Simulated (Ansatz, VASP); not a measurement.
**Zn: VASP beside Ansatz**

```xyz
2
Lattice="2.5710 0.0000 0.0000 -1.2855 2.2265 0.0000 0.0000 0.0000 4.7362" Properties=species:S:1:pos:R:3 pbc="T T T"
Zn    0.0000    1.4844    1.1840
Zn    1.2855    0.7422    3.5521
```

Alike in both runs: task single point; functional LDA; k mesh 14 × 14 × 7; occupations fermi-dirac, width 0.1 eV; no spin polarisation.

|  | VASP | Ansatz |
| --- | --- | --- |
| version | VASP 6.6.1 | Ansatz 0.2.0 |
| potentials or method | VASP PAW LDA potentials, release 64 (Zn) | plane waves (500 eV) with PAW, scalar-relativistic |
| plane-wave cutoff (eV) | 520 | 500 |
| valence electrons in the cell | 24 | 24 |

Ansatz gave:

| Item | Value |
| --- | --- |
| pressure (GPa) | 0.1 |
| largest component of the traceless stress (GPa) | 1.16 |

Which values does VASP return?

Pressure (GPa): 0.8; largest component of the traceless stress (GPa): 1.39.

Ansatz warned: «pseudo_functional_mismatch».
